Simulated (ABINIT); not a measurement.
Cu:

```
Cu
1.0
     0.00000    1.80750    1.80750
     1.80750    0.00000    1.80750
     1.80750    1.80750    0.00000
Cu
1
Direct
  0.00000 0.00000 0.00000
```

Base run:

| Property | Result |
| --- | --- |
| Program | ABINIT 10.8.3 (patched build) |
| Functional | PBEsol |
| Potentials or basis | PseudoDojo NC SR PBEsol v0.4.1 standard |
| Cutoff | 1252 eV |
| k mesh | 13 × 13 × 13 |
| Occupations | fermi-dirac, width 0.05 eV |
| Spin | no spin polarisation |

Its results: band gap on the k mesh none (metal or under the smearing width); pressure -7.0 GPa.

Problem. After a change of settings the same cell gave: band gap on the k mesh none (metal or under the smearing width); pressure -7.6 GPa. Which change was it?
A. functional from PBEsol to AM05
B. functional from PBEsol to HCTH407; potentials or basis from PseudoDojo NC SR PBEsol v0.4.1 standard to PseudoDojo NC SR PBE v0.4.1 standard
C. functional from PBEsol to PBE; potentials or basis from PseudoDojo NC SR PBEsol v0.4.1 standard to PseudoDojo NC SR PBE v0.5 stringent; cutoff from 1252 eV to 1415 eV
D. functional from PBEsol to RPBE; potentials or basis from PseudoDojo NC SR PBEsol v0.4.1 standard to PseudoDojo NC SR PBE v0.4.1 standard

Solution. A.

Caveats: the potentials were made for another functional, which shifts forces and pressure (some runs).
